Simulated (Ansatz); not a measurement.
## CdTe (zincblende structure)

**What was measured.** “Electronic structure, structural and optical properties of thermally evaporated CdTe thin films”, 2006, arxiv:cond-mat/0608141 quotes, for a bulk crystal of CdTe: lattice constant a 6.482 Å.

From “Multiscale insight into the Cd1-xZnxTe vibrational-mechanical properties -- High-pressure experiments and ab initio calculations”, 2023, arxiv:2306.14539, for a powder of CdTe: bulk modulus 42 ± 2 GPa.

The results are compared with them further down.

Computed with Ansatz (plane waves, PAW, 500 eV cutoff): r²SCAN, scalar-relativistic, no spin polarisation, 10×10×10 k-mesh, Gaussian smearing of 0.05 eV. The datasets are Ansatz's generated set soft_2.

```yaml
crystal:
  lattice:
    - [0.00000, 3.27872, 3.27872]
    - [3.27872, 0.00000, 3.27872]
    - [3.27872, 3.27872, 0.00000]
  atoms:
    - { symbol: Cd, position: [0.00000, 0.00000, 0.00000] }
    - { symbol: Te, position: [0.25000, 0.25000, 0.25000] }
```

The compound is reported in the structure type of the start.

The cell above was scaled in volume, its shape and atoms being fixed by the lattice's symmetry. Energies are counted from the cell above.

| V (Å³/atom) | ΔE (meV/atom) | P from the stress (GPa) |
| --- | --- | --- |
| 33.837 | 7.69 | 1.81 |
| 34.541 | 1.86 | 0.86 |
| 35.246 | 0.00 | 0.00 |
| 35.951 | 1.70 | -0.76 |
| 36.656 | 6.57 | -1.44 |
| 37.714 | 19.09 | -2.33 |

Do the energies and the pressures agree? Compare −ΔE/ΔV between neighbouring points (1 meV/Å³ = 0.1602 GPa) with the mean of their pressures.

| interval (Å³/atom) | −ΔE/ΔV (GPa) | mean P (GPa) |
| --- | --- | --- |
| 33.84 to 34.54 | 1.3 | 1.3 |
| 34.54 to 35.25 | 0.4 | 0.4 |
| 35.25 to 35.95 | -0.4 | -0.4 |
| 35.95 to 36.66 | -1.1 | -1.1 |
| 36.66 to 37.71 | -1.9 | -1.9 |
They differ by 0.01 GPa at most.

What do the two routes give for V0, B0 and B0′?

A third-order Birch–Murnaghan fit of the energies: V0 = 35.25 Å³/atom, B0 = 40 GPa, B0′ = 4.7. A polynomial of P in ln V, with B = −dP/d ln V at P = 0: V0 = 35.25 Å³/atom, B0 = 40 GPa, B0′ = 4.7.

B0·V0 = 40.3 GPa × 35.25 Å³ = 8.87 eV/atom sets the scale: near the minimum ΔE ≈ ½ B0 V0 x², with x = V/V0 − 1, and a pressure of 0.4 GPa squeezes the volume by about 1 %. At the ends of the curve: x = −4.0 % predicts 7.1 meV/atom and the run gives 7.7; x = +7.0 % predicts 21.7 meV/atom and the run gives 19.1. The lopsidedness is anharmonic: atoms resist being pushed together more than being pulled apart.

**Against experiment.** Measured lattice constant a of CdTe: 6.482 Å (quoted in “Electronic structure, structural and optical properties of thermally evaporated CdTe thin films”, 2006, arxiv:cond-mat/0608141). This calculation gives 6.557 Å (+1.2 %). 2 values of this kind are on record (6.482 to 6.486 Å); this one was drawn at random. The calculation is for a static lattice, without zero-point motion or thermal expansion. Measured bulk modulus of CdTe: 42 GPa (powder; quoted in “Multiscale insight into the Cd1-xZnxTe vibrational-mechanical properties -- High-pressure experiments and ab initio calculations”, 2023, arxiv:2306.14539). This calculation gives 40 GPa (-4.0 %).

For elements this heavy, spin–orbit coupling would shift levels and gaps; it isn't included here.
